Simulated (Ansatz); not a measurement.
# Structure relaxation of Ru

The calculation used DFT r2SCAN, scalar-relativistic, plane waves, PAW in Ansatz. Cutoff 500 eV, Γ-centred k mesh, Gaussian smearing, no spin polarisation in the final step.

Ru was placed on the alpha-gallium structure type (Cmce, No. 64), at a guessed volume.

```yaml
crystal:
  lattice:
    - [2.03383, -3.44697, 0.00000]
    - [2.03383, 3.44697, 0.00000]
    - [0.00000, 0.00000, 4.07307]
  atoms:
    - { symbol: Ru, position: [0.15250, 0.84750, 0.07850] }
    - { symbol: Ru, position: [0.65250, 0.34750, 0.42150] }
    - { symbol: Ru, position: [0.84750, 0.15250, 0.92150] }
    - { symbol: Ru, position: [0.34750, 0.65250, 0.57850] }
```

Cell and atoms relax at zero pressure; the relaxation can't lower the symmetry of the start. After a coarse first stage the cell is made exact in the group found at 0.06 Å.

Energies count from the standard state of Ru at the same level.

Task: Which crystal results?

Result: It ends in I4/mmm (No. 139). Conventional cell: a = 2.728 Å, c = 8.129 Å. Ru is coordinated by 5 Ru at 2.43–2.53 Å and 4 Ru at 2.73 Å.

```cif
data_structure
_symmetry_space_group_name_H-M 'I4/mmm'
_symmetry_Int_Tables_number 139
_cell_length_a 2.7280
_cell_length_b 2.7280
_cell_length_c 8.1294
_cell_angle_alpha 90.000
_cell_angle_beta 90.000
_cell_angle_gamma 90.000
_cell_volume 60.50
loop_
_atom_site_label
_atom_site_type_symbol
_atom_site_symmetry_multiplicity
_atom_site_Wyckoff_symbol
_atom_site_fract_x
_atom_site_fract_y
_atom_site_fract_z
_atom_site_occupancy
Ru1 Ru 4 e 0.50000 0.50000 0.35043 1
```

Task: What are its volume, energy, density and gap?

Result: The volume per atom is 15.12 Å³, the density is 11.10 g/cm³ and the energy over the standard structure is 0.41 eV/atom. The gap on the 28×28×28 mesh is 0 eV (a metal).

The final run used a 28×28×28 mesh on its 2-atom cell and 0.10 eV smearing. For metals, differences of a few meV/atom aren't resolved. Symmetry constrained the relaxation, so the result can be a saddle point.

This form isn't the element's structure at ambient conditions.